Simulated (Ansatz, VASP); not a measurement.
# One calculation of Sb, two programs

The input POSCAR:

```
Sb
1.0
   -2.0210481572      2.0210481572      1.8713408863
    2.0210481572     -2.0210481572      1.8713408863
    2.0210481572      2.0210481572     -1.8713408863
Sb
1
Direct
    0.0000000000      0.0000000000      0.0000000000
```

The input INCAR.step1:

```
SYSTEM = Sb
PREC     = Accurate       ! precision mode
ENCUT    = 520            ! plane-wave cutoff, eV
ISMEAR   = 0              ! smearing method
SIGMA    = 0.15           ! smearing width, eV
LREAL    = .False.        ! projectors in reciprocal space
LASPH    = .True.         ! aspherical terms in the spheres
NELM     = 100            ! most SCF steps
NBANDS   = 8              ! bands
GGA      = PE             ! functional
ALGO     = Normal         ! electronic algorithm
EDIFF    = 1E-4           ! SCF threshold, eV
LWAVE    = .True.         ! write WAVECAR
LCHARG   = .False.        ! write CHGCAR
```

File INCAR.step2:

```
SYSTEM = Sb
PREC     = Accurate       ! precision mode
ENCUT    = 520            ! plane-wave cutoff, eV
EDIFF    = 1E-7           ! SCF threshold, eV
ISMEAR   = 0              ! smearing method
SIGMA    = 0.15           ! smearing width, eV
LREAL    = .False.        ! projectors in reciprocal space
LASPH    = .True.         ! aspherical terms in the spheres
NELM     = 100            ! most SCF steps
ALGO     = Normal         ! electronic algorithm
ISIF     = 2              ! what is computed and relaxed
LWAVE    = .False.        ! write WAVECAR
LCHARG   = .True.         ! write CHGCAR
METAGGA  = R2SCAN         ! meta-GGA
LMIXTAU  = .True.       
LELF     = .True.         ! ELF
LVHAR    = .True.       
NBANDS   = 8              ! bands
ISTART   = 1
```

KPOINTS

```
regular mesh
0
Gamma
  18 18 18
  0 0 0
```

Input for Ansatz:

```yaml
crystal:
  lattice:
    - [-2.0210481572, 2.0210481572, 1.8713408863]
    - [2.0210481572, -2.0210481572, 1.8713408863]
    - [2.0210481572, 2.0210481572, -1.8713408863]
  atoms:
    - { symbol: Sb, position: [0.0, 0.0, 0.0] }
basis:
  ecutwfc: 500
kpoints:
  mp_grid: { grid: [18, 18, 18] }
hamiltonian:
  xc: r2scan
scf:
  occupations: { method: gaussian, width: 0.15 }
output:
  forces: true
  stress: true
  eigenvalues: true
```

Change from the starting cell: strain +0.080 along x and y, +0.000 along z, atoms carried along.

Alike in both runs: task single point; functional r2SCAN; k mesh 18 × 18 × 18; occupations gaussian, width 0.15 eV; no spin polarisation.

|  | VASP | Ansatz |
| --- | --- | --- |
| version | VASP 6.6.1 | Ansatz 0.2.0 |
| potentials or method | VASP PAW PBE potentials, release 64 (Sb) | scalar-relativistic, plane waves, PAW |
| plane-wave cutoff (eV) | 520 | 500 |
| valence electrons in the cell | 5 | 15 |

Ansatz gave:

| Property | Result |
| --- | --- |
| gap on the k mesh at the Fermi level (eV) | none |
| pressure (GPa) | -5.8 |
| largest component of the traceless stress (GPa) | 0.93 |

Estimate VASP's values.

gap on the k mesh at the Fermi level (eV): none; pressure (GPa): -5.9; largest component of the traceless stress (GPa): 0.92.

A gap of «none» marks a metal or a gap that the smearing closes. The two sets of potentials don't hold the same shells in valence.

Caveats: the PAW data sets were made with another functional, which shifts forces and pressure a little (VASP). Spin-orbit coupling is left out, which matters for the levels of Sb.
